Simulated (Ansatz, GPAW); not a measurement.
Given: the input of a run of Ansatz 0.2.0 on Cu (Copper). 

Contents of input.yaml:

```yaml
crystal:
  lattice:
    - [0.0, 1.8075, 1.8075]
    - [1.8075, 0.0, 1.8075]
    - [1.8075, 1.8075, 0.0]
  atoms:
    - { symbol: Cu, position: [0.0, 0.0, 0.0] }
hamiltonian:
  xc: pbesol
  pseudopotentials: { kind: paw }
kpoints:
  mp_grid: { grid: [13, 13, 13] }
scf:
  occupations: { method: gaussian, width: 0.1 }
output:
  forces: true
  stress: true
  eigenvalues: true
  write_density: true
  write_potential: true
  elf: true
  volumetric_format: npy
```

Potentials or basis: Ansatz PAW.

The run is started by

```console
$ ansatz run input.yaml --threads 2 --pin off --max-ram 5632MiB --backend cpu --events-out ev --progress --plain --runs-dir out
```

Q: Set up the same calculation for GPAW 26.7.0 (ASE script). Potentials or basis there: PAW data sets generated for this functional, cutoff 600 eV.

A: As run (cutoffs and basis follow the program's own potentials, and thresholds, step limits or extra output files can differ):

Contents of run.py:

```python
from ase.dft.bandgap import bandgap
from ase.io import read, write
from ase.units import Bohr, GPa
from gpaw import GPAW, PW, setup_paths
from gpaw.elf import elf_from_dft_calculation

setup_paths.insert(0, '.')

atoms = read('Cu.xyz')

calc = GPAW(mode=PW(600),
            xc='PBEsol',
            kpts={'size': (13, 13, 13), 'gamma': True},
            occupations={'name': 'methfessel-paxton', 'order': 0, 'width': 0.1},
            nbands=14,
            convergence={'density': 1e-05, 'energy': 1e-05},
            maxiter=150,
            txt='gpaw.txt')
atoms.calc = calc
energy = atoms.get_potential_energy()
forces = atoms.get_forces()
stress = atoms.get_stress()
calc.write('gs.gpw')
write('result.traj', atoms)
print(f'Energy: {energy:.6f} eV')
print('Forces (eV/A):')
print(forces.round(4))
print('Stress (GPa):', (stress / GPa).round(3))
print('Fermi level:', round(calc.get_fermi_level(), 4), 'eV')
print(f'Gap: {bandgap(calc)[0]:.4f} eV, direct: {bandgap(calc, direct=True)[0]:.4f} eV')

# fields on the real-space grid
write('density.cube', atoms, data=calc.get_pseudo_density() * Bohr**3)
write('potential.cube', atoms, data=calc.get_electrostatic_potential())
write('elf.cube', atoms, data=elf_from_dft_calculation(calc).data)
```

The input Cu.xyz:

```xyz
1
Lattice="0.0000000000 1.8075000000 1.8075000000 1.8075000000 0.0000000000 1.8075000000 1.8075000000 1.8075000000 0.0000000000" Properties=species:S:1:pos:R:3 pbc="T T T"
Cu     0.0000000000      0.0000000000      0.0000000000
```

Potentials or basis: PAW data sets generated in the run's folder for this functional, pw.

Launch:

```bash
$ gpaw-setup -f PBEsol Cu
$ OMP_NUM_THREADS=1 python run.py
```

Both were run:

|  | Ansatz | GPAW |
| --- | --- | --- |
| Pressure | -6.6 GPa | -4.7 GPa |

Ansatz's pressure holds a Pulay term of +0.11 GPa for its cutoff of 420 eV, which the other run lacks.

The potentials hold 19 and 11 valence electrons a cell.

Ansatz's potentials were made for PBE.

Where Ansatz's input types no cutoff or centring, it takes its own default and a Γ-centred mesh.

The two runs disagree by more than potentials and bases usually give (in gap, levels, pressure or energy); the cause wasn't traced.

Pressure is positive in compression.
